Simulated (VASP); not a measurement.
TePb: band structure with HSE06

**Measured values to compare with.**

A printed reference work, monograph reports, for a bulk crystal of TePb at 4.2 K: band gap 0.19 eV (direct).

The system is TePb.

```
Pb Te
1.0
     0.00000    3.23100    3.23100
     3.23100    0.00000    3.23100
     3.23100    3.23100    0.00000
Pb Te
1 1
Direct
  0.00000 0.00000 0.00000
  0.50000 0.50000 0.50000
```

| Item | Value |
| --- | --- |
| Program | VASP 6.6.1 |
| Task | band structure |
| Functional | HSE06 |
| Potentials or basis | VASP PAW PBE potentials, release 64 (Pb_d, Te) |
| Cutoff | 520 eV |
| k mesh | 6 × 6 × 6 |
| Occupations | gaussian, width 0.02 eV |
| Spin | no spin polarisation |
| Grid for exact exchange (PRECFOCK) | Fast |
| Screening parameter | 0.2 1/A |
| Further INCAR settings | ALGO = Normal; EDIFF = 1e-06; NBANDS = 17 |

| Item | Value |
| --- | --- |
| Pressure | 0.9 GPa |
| Band gap on the k mesh | 1.09 eV, direct |
| Band gap along the path | 1.09 eV, direct |

Levels at the corners of the path, in eV from the valence-band top:
| point | band 8 | band 9 | band 10 | band 11 | band 12 | band 13 |
| --- | --- | --- | --- | --- | --- | --- |
| Γ | -1.60 | -1.60 | -1.60 | 4.77 | 4.77 | 4.77 |
| X | -5.10 | -3.20 | -3.20 | 3.71 | 6.29 | 6.29 |
| X | -5.10 | -3.20 | -3.20 | 3.71 | 6.29 | 6.29 |
| W | -4.30 | -4.30 | -0.48 | 2.10 | 5.87 | 5.87 |
| W | -4.30 | -4.30 | -0.48 | 2.10 | 5.87 | 5.87 |
| K | -4.67 | -2.64 | -2.33 | 4.12 | 4.37 | 5.72 |
| K | -4.67 | -2.64 | -2.33 | 4.12 | 4.37 | 5.72 |
| Γ | -1.60 | -1.60 | -1.60 | 4.77 | 4.77 | 4.77 |
| Γ | -1.60 | -1.60 | -1.60 | 4.77 | 4.77 | 4.77 |
| L | -1.12 | -1.12 | 0.00 | 1.09 | 1.65 | 1.65 |
| L | -1.12 | -1.12 | 0.00 | 1.09 | 1.65 | 1.65 |
| U | -4.67 | -2.64 | -2.33 | 4.12 | 4.37 | 5.72 |
| U | -4.67 | -2.64 | -2.33 | 4.12 | 4.37 | 5.72 |
| W | -4.30 | -4.30 | -0.48 | 2.10 | 5.87 | 5.87 |
| W | -4.30 | -4.30 | -0.48 | 2.10 | 5.87 | 5.87 |
| L | -1.12 | -1.12 | 0.00 | 1.09 | 1.65 | 1.65 |
| L | -1.12 | -1.12 | 0.00 | 1.09 | 1.65 | 1.65 |
| K | -4.67 | -2.64 | -2.33 | 4.12 | 4.37 | 5.72 |
| U | -4.67 | -2.64 | -2.33 | 4.12 | 4.37 | 5.72 |
| X | -5.10 | -3.20 | -3.20 | 3.71 | 6.29 | 6.29 |

It took 78 min on 1 thread of Intel(R) Xeon(R) 6975P-C (Granite Rapids), with other jobs on the host, peak memory 0.4 GiB.

Measured gap of TePb: 0.19 eV (direct; 4.2 K; a printed reference work, monograph). This calculation gives 1.09 eV (+0.90 eV). Spin-orbit coupling on Pb, Te is left out. The value is that of HSE06, without temperature or zero-point motion.

Caveat: the PAW data sets were made with another functional, which shifts forces and pressure a little; spin-orbit coupling is left out, which as a rule narrows the gap of such compounds by several tenths of an eV.
